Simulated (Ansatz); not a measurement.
The system is C.

```
CELL_PARAMETERS angstrom
2.52210 0.00000 0.00000
-1.26105 2.18420 0.00000
0.00000 0.00000 8.23710
ATOMIC_POSITIONS crystal
C 0.66667 0.33333 0.84375
C 0.33333 0.66667 0.34375
C 0.66667 0.33333 0.65625
C 0.33333 0.66667 0.15625
C 0.00000 0.00000 0.90625
C 0.00000 0.00000 0.40625
C 0.00000 0.00000 0.59375
C 0.00000 0.00000 0.09375
```

This is a hexagonal form of diamond, not graphite.

Base run:

```yaml
Program: Ansatz 0.2.0
Functional: PBE
Potentials_or_basis: Ansatz PAW
Cutoff: 350 eV
Density_cutoff: 1400 eV
k_mesh: 12 × 12 × 4
Occupations: fermi-dirac, width 0.05 eV
Spin: no spin polarisation
```

Its results: band gap on the k mesh 4.42 eV, indirect (least direct gap 5.20 eV); pressure 1.3 GPa; largest force 0.322 eV/Å.

**Question.** The run is repeated on the same cell with these changes: functional from PBE to PBEsol; cutoff from 350 eV to 420 eV (not typed: the program's choice for these potentials). What comes out?

**Answer.** Band gap on the k mesh 4.28 eV, indirect (least direct gap 5.13 eV); pressure -4.3 GPa; largest force 0.330 eV/Å.

PBEsol binds more tightly than PBE, so the same cell stands under less pressure.

Caveats: the pressure holds a Pulay correction of +5.1 GPa for the finite cutoff (some runs); the cutoff lies under the one recommended for these potentials (some runs); the PAW data sets come from PBE, with cores solved anew for the run's functional, which leaves a small shift of forces and pressure (some runs).
